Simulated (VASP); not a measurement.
# GaSb (F-43m) in VASP: single point with PBE

Aim: the single point of GaSb with PBE.

Everything below comes from runs of VASP 6.6.1. Logs are shortened: lines on timing, memory, paths and dates and some standing lists are left out, and cuts for length are marked.

**The experiment to reproduce.**

A printed reference work, data compilation reports, for a bulk crystal of GaSb at 4.2 K: band gap 0.811 eV (direct).

The runs below are set against these values where they give the same quantity.

### 1 The cell of the first run

It takes space group F-43m (No. 216, cubic). The conventional cell has a = 6.214 Å, b = 6.214 Å, c = 6.214 Å, α = 90.00°, β = 90.00°, γ = 90.00°. Within 3.5 Å of Ga (site symmetry -43m) lie 4 Sb at 2.69 Å. Sb (site symmetry -43m) has 4 Ga at 2.69 Å within 3.5 Å.

### 2 Single point, PBE

INCAR

```
PREC = Accurate
ENCUT = 520
EDIFF = 1E-6
ISMEAR = 0
SIGMA = 0.15
LREAL = F
LASPH = T
NELM = 80
ALGO = Normal
ISIF = 2
LWAVE = F
LCHARG = T
GGA = PE
LELF = T
LVHAR = T
NBANDS = 16
```

KPOINTS

```
Automatic mesh
0
Gamma
  14 14 14
```

POSCAR

```
GaSb
1.0
    0.0000000000      3.1071576541      3.1071576541
    3.1071576541      0.0000000000      3.1071576541
    3.1071576541      3.1071576541      0.0000000000
Ga Sb
1 1
Direct
    0.0000000000      0.0000000000      0.0000000000
    0.7500000000      0.7500000000      0.7500000000
```

Potentials or basis: VASP PAW PBE potentials, release 64 (Ga_d, Sb).

Run with:

```bash
cat potpaw_PBE.64/Ga_d/POTCAR potpaw_PBE.64/Sb/POTCAR > POTCAR
mpirun -np 1 vasp_std > vasp.out
```

OUTCAR:

```text
PREC = Accurate
   ENCUT = 520
   EDIFF = 1E-6
   ISMEAR = 0
   LREAL = F
   LASPH = T
   NELM = 80
   ISIF = 2
   GGA = PE

 ion  position               nearest neighbor table
   1  0.000  0.000  0.000-   2 2.69   2 2.69   2 2.69   2 2.69
   2  0.750  0.750  0.750-   1 2.69   1 2.69   1 2.69   1 2.69

  LATTYP: Found a face centered cubic cell.
 ALAT       =     6.2143153082

  Lattice vectors:

 A1 = (   0.0000000000,   3.1071576541,   3.1071576541)
 A2 = (   3.1071576541,   0.0000000000,   3.1071576541)
 A3 = (   3.1071576541,   3.1071576541,   0.0000000000)

Analysis of symmetry for initial positions (statically):
=====================================================================
 Subroutine PRICEL returns:
 Original cell was already a primitive cell.

 Routine SETGRP: Setting up the symmetry group for a
 face centered cubic supercell.

 Subroutine GETGRP returns: Found 24 space group operations
 (whereof 24 operations were pure point group operations)
 out of a pool of 48 trial point group operations.

The static configuration has the point symmetry T_d .

Analysis of symmetry for dynamics (positions and initial velocities):
=====================================================================
 Subroutine PRICEL returns:
 Original cell was already a primitive cell.

 Routine SETGRP: Setting up the symmetry group for a
 face centered cubic supercell.

 Subroutine GETGRP returns: Found 24 space group operations
 (whereof 24 operations were pure point group operations)
 out of a pool of 48 trial point group operations.

The dynamic configuration has the point symmetry T_d .

 Subroutine INISYM returns: Found 24 space group operations
 (whereof 24 operations are pure point group operations),
 and found     1 'primitive' translations

----------------------------------------------------------------------------------------

                                     Primitive cell

  volume of cell :      59.9957

  direct lattice vectors                    reciprocal lattice vectors
     0.000000000  3.107157654  3.107157654    -0.160918774  0.160918774  0.160918774
     3.107157654  0.000000000  3.107157654     0.160918774 -0.160918774  0.160918774
     3.107157654  3.107157654  0.000000000     0.160918774  0.160918774 -0.160918774

  length of vectors
     4.394184495  4.394184495  4.394184495     0.278719492  0.278719492  0.278719492

  position of ions in fractional coordinates (direct lattice)
     0.000000000  0.000000000  0.000000000
     0.750000000  0.750000000  0.750000000

  ion indices of the primitive-cell ions
   primitive index   ion index
                 1           1
                 2           2

----------------------------------------------------------------------------------------

 KPOINTS: Automatic mesh

Automatic generation of k-mesh.
 Grid dimensions read from file:
 generate k-points for:   14   14   14

 Generating k-lattice:

  Cartesian coordinates                     Fractional coordinates (reciprocal lattice)
    -0.011494198  0.011494198  0.011494198     0.071428571  0.000000000  0.000000000
     0.011494198 -0.011494198  0.011494198     0.000000000  0.071428571  0.000000000
     0.011494198  0.011494198 -0.011494198     0.000000000  0.000000000  0.071428571

  Length of vectors
     0.019908535  0.019908535  0.019908535

  Shift w.r.t. Gamma in fractional coordinates (k-lattice)
     0.000000000  0.000000000  0.000000000

 Subroutine IBZKPT returns following result:
 ===========================================

 Found    104 irreducible k-points:

 Following reciprocal coordinates:
            Coordinates               Weight
  0.000000  0.000000  0.000000      1.000000
  0.071429  0.000000  0.000000      8.000000
  0.142857  0.000000  0.000000      8.000000
  0.214286  0.000000  0.000000      8.000000
  0.285714  0.000000  0.000000      8.000000
  0.357143  0.000000  0.000000      8.000000
[... 16 lines left out ...]
  0.214286  0.142857  0.000000     24.000000
  0.285714  0.142857  0.000000     24.000000
 [... further k-points ...]
   k-points           NKPTS =    104   k-points in BZ     NKDIM =    104   number of bands    NBANDS=     16
   number of dos      NEDOS =    301   number of ions     NIONS =      2
   total plane-waves  NPLWV =  46656
   dimension x,y,z NGX =    36 NGY =   36 NGZ =   36
   dimension x,y,z NGXF=    72 NGYF=   72 NGZF=   72
   ions per type =               1   1
   NGX,Y,Z   is equivalent  to a cutoff of  13.62, 13.62, 13.62 a.u.
   NGXF,Y,Z  is equivalent  to a cutoff of  27.24, 27.24, 27.24 a.u.
 SYSTEM =  unknown system
   PREC   = accura    normal or accurate (medium, high low for compatibility)
   ISTART =      0    job   : 0-new  1-cont  2-samecut
   ICHARG =      2    charge: 1-file 2-atom 10-const
   ISPIN  =      1    spin polarized calculation?
   LNONCOLLINEAR =      F non collinear calculations
   LSORBIT =      F    spin-orbit coupling
   LASPH  =      T    aspherical Exc in radial PAW
   ENCUT  =  520.0 eV  38.22 Ry    6.18 a.u.   8.17  8.17  8.17*2*pi/ulx,y,z
   NELM   =     80;   NELMIN=  2; NELMDL= -5     # of ELM steps
   EDIFF  = 0.1E-05   stopping-criterion for ELM
   LREAL  =      F    real-space projection
   EDIFFG = 0.1E-04   stopping-criterion for IOM
   NSW    =      0    number of steps for IOM
   IBRION =     -1    ionic relax: 0-MD 1-quasi-New 2-CG
   NFREE  =      0    steps in history (QN), initial steepest desc. (CG)
   ISIF   =      2    stress and relaxation
   ISYM   =      2    0-nonsym 1-usesym 2-fastsym
   POTIM  = 0.5000    time-step for ionic-motion
   TEBEG  =    0.0;   TEEND  =   0.0 temperature during run
   PSTRESS=    0.0 pullay stress
   NELECT =      18.0000    total number of electrons
   NUPDOWN=      -1.0000    fix difference up-down
   EMIN   =  10.00;   EMAX   =-10.00  energy-range for DOS
   EFERMI =   0.00;   METHOD = LEGACY
   ISMEAR =     0;   SIGMA  =   0.15  broadening in eV -4-tet -1-fermi 0-gaus
   EFERMI_NEDOS =   21; number of points for ismear=-14 and -15
   IALGO  =     38    algorithm
   IMIX   =      4    mixing-type and parameters
     AMIX     =   0.40;   BMIX     =  1.00
     AMIX_MAG =   1.60;   BMIX_MAG =  1.00
  volume/ion in A,a.u.               =      30.00       202.44
  Fermi-wavevector in a.u.,A,eV,Ry     =   1.095954  2.071053 16.342168  1.201115
  Thomas-Fermi vector in A             =   2.232287
   LORBIT       =      0    0 simple, 1 ext, 2 COOP (PROOUT), +10 PAW based schemes
   GGA     = PE    functional components
   LHFCALC =     F    Hartree Fock is set to
   AEXX    =    0.0000 exact exchange contribution
   IVDW    =     0    specifies the selected vdW correction
   LEPSILON=     F    determine dielectric tensor
   LRPA    =     F    only Hartree local field effects (RPA)
 non-spin polarized calculation
 Gauss-broadening in eV      SIGMA  =   0.15
  energy-cutoff  :      520.00
  volume of cell :       60.00
 maximum number of plane-waves:      1639
 NGX is ok and might be reduce to    36
   NGX = 17   NGY = 17   NGZ = 17

 number of electron      17.9999991 magnetization

 Free energy of the ion-electron system (eV)
  ---------------------------------------------------
  ext. energy  EPLUGINS =         0.00000000
  ---------------------------------------------------
  free energy    TOTEN  =        -7.37358808 eV

  energy without entropy =       -7.37333976  energy(sigma->0) =       -7.37346392

 E-fermi :   4.5166     XC(G=0):  -8.8865

 val. band max:        4.4016673628   @ k =   0.0000   0.0000   0.0000
 cond. band min:       4.7119981427   @ k =   0.5000   0.0000   0.0000
 fundamental gap:      0.3103307799
 Fermi energy:         4.5165649252

 k-point     1 :       0.0000    0.0000    0.0000
  band No.  band energies     occupation
      1     -10.5453      2.00000
      2     -10.5453      2.00000
      3     -10.5453      2.00000
      4     -10.5023      2.00000
      5     -10.5023      2.00000
      6      -6.7586      2.00000
[... 8 lines left out ...]
     15      12.9050      0.00000
     16      12.9050      0.00000

 k-point     2 :       0.0714    0.0000    0.0000
  band No.  band energies     occupation
      1     -10.5464      2.00000
      2     -10.5447      2.00000
      3     -10.5447      2.00000
      4     -10.5024      2.00000
      5     -10.5024      2.00000
      6      -6.7090      2.00000
[... 8 lines left out ...]
     15      12.5154      0.00000
     16      12.5154      0.00000

 k-point     3 :       0.1429    0.0000    0.0000
  band No.  band energies     occupation
      1     -10.5496      2.00000
      2     -10.5433      2.00000
      3     -10.5433      2.00000
      4     -10.5025      2.00000
      5     -10.5025      2.00000
      6      -6.5625      2.00000
[... 8 lines left out ...]
     15      12.0702      0.00000
     16      12.0702      0.00000

 k-point     4 :       0.2143    0.0000    0.0000
  band No.  band energies     occupation
      1     -10.5542      2.00000
      2     -10.5413      2.00000
      3     -10.5413      2.00000
      4     -10.5026      2.00000
      5     -10.5026      2.00000
      6      -6.3268      2.00000
[... 8 lines left out ...]
     15      11.8971      0.00000
     16      11.8971      0.00000
[... 324 lines left out ...]
 k-point    22 :       0.1429    0.1429    0.0000
  band No.  band energies     occupation
      1     -10.5531      2.00000
      2     -10.5415      2.00000
      3     -10.5415      2.00000
      4     -10.5038      2.00000
      5     -10.5017      2.00000
      6      -6.4958      2.00000
[... 8 lines left out ...]
     15      11.4792      0.00000
     16      13.1619      0.00000

 k-point    23 :       0.2143    0.1429    0.0000
  band No.  band energies     occupation
      1     -10.5569      2.00000
      2     -10.5397      2.00000
      3     -10.5395      2.00000
      4     -10.5045      2.00000
      5     -10.5014      2.00000
      6      -6.3201      2.00000
[... 8 lines left out ...]
     15      12.1274      0.00000
     16      13.0840      0.00000

 k-point    24 :       0.2857    0.1429    0.0000
  band No.  band energies     occupation
      1     -10.5611      2.00000
      2     -10.5380      2.00000
      3     -10.5373      2.00000
      4     -10.5049      2.00000
      5     -10.5012      2.00000
      6      -6.0611      2.00000
[... 8 lines left out ...]
     15      12.6563      0.00000
     16      13.1008      0.00000

 [... further k-points ...]
[... 5 lines left out ...]
  --------------------------------------------------------------------------------------
  -------------------------------------------------------------------------------------
  Total        0.0223396      0.0223396      0.0223396      0.0000000      0.0000000     -0.0000000
  in kB        0.5965756      0.5965756      0.5965756      0.0000000      0.0000000     -0.0000000
  external PRESSURE =       0.5965756 kB  Pullay stress =       0.0000000 kB

 VOLUME and BASIS-vectors are now :
 -----------------------------------------------------------------------------
  energy-cutoff  :      520.00
  volume of cell :       60.00
      direct lattice vectors                 reciprocal lattice vectors
     0.000000000  3.107157654  3.107157654    -0.160918774  0.160918774  0.160918774
     3.107157654  0.000000000  3.107157654     0.160918774 -0.160918774  0.160918774
     3.107157654  3.107157654  0.000000000     0.160918774  0.160918774 -0.160918774

 POSITION                                       TOTAL-FORCE (eV/Angst)
 -----------------------------------------------------------------------------------
      0.00000      0.00000      0.00000         0.000000      0.000000      0.000000
      4.66074      4.66074      4.66074        -0.000000     -0.000000     -0.000000
 -----------------------------------------------------------------------------------
    total drift:                               -0.000001     -0.000001     -0.000001

  FREE ENERGIE OF THE ION-ELECTRON SYSTEM (eV)
  ---------------------------------------------------
  free  energy   TOTEN  =        -7.3735880770 eV

  energy  without entropy=       -7.3733397573  energy(sigma->0) =       -7.37346392
```

Wall time 2.5 min (1 thread of Intel Xeon 8259CL, shared host); peak memory 0.27 GiB.

Results:

```yaml
Free_energy: -7.3736 eV
Pressure: 0.1 GPa
Band_gap_on_the_k_mesh: zero (filled and empty bands touch)
```

Caveat: semilocal functionals underestimate gaps, so a narrow gap can read as zero; spin-orbit coupling is left out, which moves the levels of the heavy elements.

### 3 Against experiment

Step 2. Measured gap of GaSb: 0.811 eV (direct; 4.2 K; a printed reference work, data compilation). This calculation gives 0.00 eV (-0.81 eV). Spin-orbit coupling on Ga, Sb is left out. The value is that of PBE on a finite k mesh, which can miss the band edges, without temperature or zero-point motion. Semilocal functionals fall short of measured gaps as a rule.
